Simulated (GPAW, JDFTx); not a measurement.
This is a calculation of SiC (Moissanite 3C) for GPAW 26.7.0 (ASE script). 

run.py

```python
from ase.dft.bandgap import bandgap
from ase.io import read, write
from ase.units import GPa
from gpaw import GPAW, PW, setup_paths

setup_paths.insert(0, '.')

atoms = read('POSCAR')

calc = GPAW(mode=PW(800),
            xc='PBEsol',
            kpts={'size': (10, 10, 10), 'gamma': True},
            occupations={'name': 'methfessel-paxton', 'order': 0, 'width': 0.02},
            nbands=11,
            convergence={'density': 1e-05, 'energy': 1e-05},
            maxiter=150,
            txt='gpaw.txt')
atoms.calc = calc
energy = atoms.get_potential_energy()
forces = atoms.get_forces()
stress = atoms.get_stress()
calc.write('gs.gpw')
write('result.traj', atoms)
print(f'Energy: {energy:.6f} eV')
print('Forces (eV/A):')
print(forces.round(4))
print('Stress (GPa):', (stress / GPa).round(3))
print('Fermi level:', round(calc.get_fermi_level(), 4), 'eV')
print(f'Gap: {bandgap(calc)[0]:.4f} eV, direct: {bandgap(calc, direct=True)[0]:.4f} eV')
```

File POSCAR:

```
SiC
1.0
    0.0000000000      2.1790000000      2.1790000000
    2.1790000000      0.0000000000      2.1790000000
    2.1790000000      2.1790000000      0.0000000000
Si C
1 1
Direct
    0.0000000000      0.0000000000      0.0000000000
    0.7500000000      0.7500000000      0.7500000000
```

Potentials or basis: PAW data sets generated in the run's folder for this functional, pw.

Command:

```console
$ gpaw-setup -f PBEsol C Si
$ OMP_NUM_THREADS=1 python run.py
```

Task: Set up the same calculation for JDFTx 1.7.0 (patched build). Potentials or basis there: PseudoDojo-SR-PBEsol-0.4.1-standard with smoothed tails, cutoff 1116 eV.

Result: As run (cutoffs and basis follow the program's own potentials, and thresholds, step limits or extra output files can differ):

Contents of SiC.in:

```
include SiC.lattice
coords-type Lattice
include SiC.ionpos

ion-species pseudo/Si.upf
ion-species pseudo/C.upf
elec-cutoff 41 328
elec-ex-corr gga-PBEsol
kpoint-folding 10 10 10
elec-smearing Gauss 0.00036749322
elec-n-bands 9
electronic-SCF nIterations 100 energyDiffThreshold 1e-09
electronic-minimize nIterations 30 energyDiffThreshold 1e-7
converge-empty-states yes
forces-output-coords Cartesian

dump-name run.$VAR
dump End Ecomponents EigStats BandEigs Kpoints Forces Stress ElecDensity Dtot KEdensity
```

SiC.lattice

```
lattice \
    0.0000000000     4.1177132256     4.1177132256 \
    4.1177132256     0.0000000000     4.1177132256 \
    4.1177132256     4.1177132256     0.0000000000
```

File SiC.ionpos:

```
ion Si     0.0000000000     0.0000000000     0.0000000000 1
ion C      0.7500000000     0.7500000000     0.7500000000 1
```

Potentials or basis: PseudoDojo-SR-PBEsol-0.4.1-standard with smoothed tails.

Run with:

```console
$ jdftx -c 1 -i SiC.in -o SiC.out
```

Both were run:

|  | GPAW | JDFTx |
| --- | --- | --- |
| Pressure | 1.0 GPa | -0.1 GPa |

Pressure is positive in compression.
